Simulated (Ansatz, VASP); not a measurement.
## TiNi: VASP beside Ansatz

File INCAR:

```
SYSTEM = TiNi
PREC = Accurate
ENCUT = 520
EDIFF = 1E-6
ISMEAR = 0
SIGMA = 0.1
LREAL = .False.
LASPH = .True.
NELM = 100
ALGO = Normal
ISIF = 2
LWAVE = .False.
LCHARG = .True.
GGA = PS
LELF = .True.
LVHAR = .True.
NBANDS = 18
```

KPOINTS

```
regular mesh
0
Gamma
  14 14 14
  0 0 0
```

POSCAR

```
TiNi
1.0
    3.0291337645      0.0000000000      0.0000000000
    0.0000000000      3.0291337645      0.0000000000
    0.0000000000      0.0000000000      3.0291337645
Ti Ni
1 1
Direct
    0.5000000000      0.5000000000      0.5000000000
    0.0000000000      0.0000000000      0.0000000000
```

Input for Ansatz:

```yaml
crystal:
  lattice:
    - [3.0291337645, 0.0, 0.0]
    - [0.0, 3.0291337645, 0.0]
    - [0.0, 0.0, 3.0291337645]
  atoms:
    - { symbol: Ti, position: [0.5, 0.5, 0.5] }
    - { symbol: Ni, position: [0.0, 0.0, 0.0] }
basis:
  ecutwfc: 420
kpoints:
  mp_grid: { grid: [14, 14, 14] }
hamiltonian:
  xc: pbesol
scf:
  occupations: { method: gaussian, width: 0.1 }
output:
  forces: true
  stress: true
  eigenvalues: true
```

Alike in both runs: task single point; functional PBEsol; k mesh 14 × 14 × 14; occupations gaussian, width 0.1 eV; no spin polarisation.

|  | VASP | Ansatz |
| --- | --- | --- |
| version | VASP 6.6.1 | Ansatz 0.2.0 |
| potentials or method | VASP PAW PBE potentials, release 64 (Ti_sv, Ni) | scalar-relativistic, plane waves, PAW |
| plane-wave cutoff (eV) | 520 | 420 |
| valence electrons in the cell | 22 | 30 |

```tsv
	VASP	Ansatz	Ansatz less VASP
gap on the k mesh at the Fermi level (eV)	none	none	-
pressure (GPa)	-9.2	-9.1	+0.06
```

A gap of «none» marks a metal or a gap that the smearing closes. With one functional, cell and mesh, what is left measures potentials, basis and numerics. The two sets of potentials don't hold the same shells in valence.

Caveats: the PAW data sets were made with another functional, which shifts forces and pressure a little (VASP). Spin polarisation is off, so any magnetic state and its effect on volume and gap are missing.
